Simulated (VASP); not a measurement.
Here is a VASP 6.6.1 calculation.

File INCAR:

```
PREC = Accurate
ENCUT = 520
EDIFF = 1E-6
ISMEAR = -1
SIGMA = 0.05
LREAL = Auto
LASPH = True
NELM = 100
ALGO = Fast
ISIF = 2
LWAVE = False
LCHARG = False
GGA = PS
NBANDS = 55
```

KPOINTS

```
regular mesh
0
Gamma
  2 2 1
```

POSCAR

```
H2C19
1.0
    7.3980000000      0.0000000000      0.0000000000
   -3.6990000000      6.4068560000      0.0000000000
    0.0000000000      0.0000000000     13.0000000000
C H
19 2
Direct
   -0.0210838313     -0.0201346807      0.0626923077
    0.1837417040      0.1074942218      0.0943230769
   -0.0139702450      0.3183152548      0.0672153846
    0.1986900836      0.4404188263      0.0770846154
   -0.0134771482      0.6618534894      0.0926076923
    0.1930094945      0.7643374535      0.0897846154
    0.3051559519     -0.0135323784      0.1059153846
    0.5363819214      0.0883896875      0.0755000000
    0.3112984658      0.3434133684      0.0845384615
    0.5292803114      0.4315533235      0.0882307692
    0.3055035437      0.6491795664      0.0892230769
    0.5256418734      0.7428760690      0.0921153846
    0.6444182572     -0.0258160945      0.0875923077
    0.8535928966      0.0883428627      0.0710769231
    0.6516553103      0.3231538215      0.0716692308
    0.8733521678      0.4278073364      0.0803769231
    0.6337701807      0.6496165982      0.0737769231
    0.8716499501      0.7676308005      0.0688307692
    0.2562306931      0.0725316754      0.2053846154
    0.3843239533      0.1875178715      0.2512615385
    0.1182444243     -0.0677555419      0.2317769231
```

Potentials or basis: VASP PAW PBE potentials, release 64 (C, H).

Run with:

```console
$ cat potpaw_PBE.64/C/POTCAR potpaw_PBE.64/H/POTCAR > POTCAR
$ mpirun -np 1 vasp_std > vasp.out
```

(1) Estimate the band gap on the k mesh.

(2) Predict the largest force.

## Answers

(1) 0.67 eV, direct.

(2) 6.080 eV/Å.

Caveat: the k mesh is coarse (spacing up to 0.49 Å⁻¹), so the values aren't converged; the PAW data sets were made with another functional, which shifts forces and pressure a little.
